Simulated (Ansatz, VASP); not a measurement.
Ni: VASP beside Ansatz

```
Ni
1.0
     0.00000    1.73121    1.73121
     1.73121    0.00000    1.73121
     1.73121    1.73121    0.00000
Ni
1
Direct
  0.00000 0.00000 0.00000
```

Alike in both runs: functional PBEsol; k mesh 21 × 21 × 21; occupations fermi-dirac, width 0.05 eV; collinear spin.

Ansatz relaxed the structure, and its values are those at the end. VASP's run is a single point on that final structure, the one shown.

|  | VASP | Ansatz |
| --- | --- | --- |
| version | VASP 6.6.1 | Ansatz 0.2.0 |
| potentials or method | VASP PAW PBE potentials, release 64 (Ni) | PAW with Ansatz's default frozen-core files, scalar-relativistic |
| plane-wave cutoff (eV) | 520 | 420 |
| valence electrons in the cell | 10 | 18 |

Ansatz gave:

```
pressure (GPa)                                                : 0.0
net moment per atom (μB)                                      : 0.60
size of the moment on the site where the two differ most (μB) : 0.64
```

**Question.** Estimate VASP's values.

**Answer.** Pressure (GPa): -0.1; net moment per atom (μB): 0.59; size of the moment on the site where the two differ most (μB): 0.60.

Site moments also hang on the region over which each program counts them. The two sets of potentials don't hold the same shells in valence.

Caveats: the PAW data sets were made with another functional, which shifts forces and pressure a little (VASP).
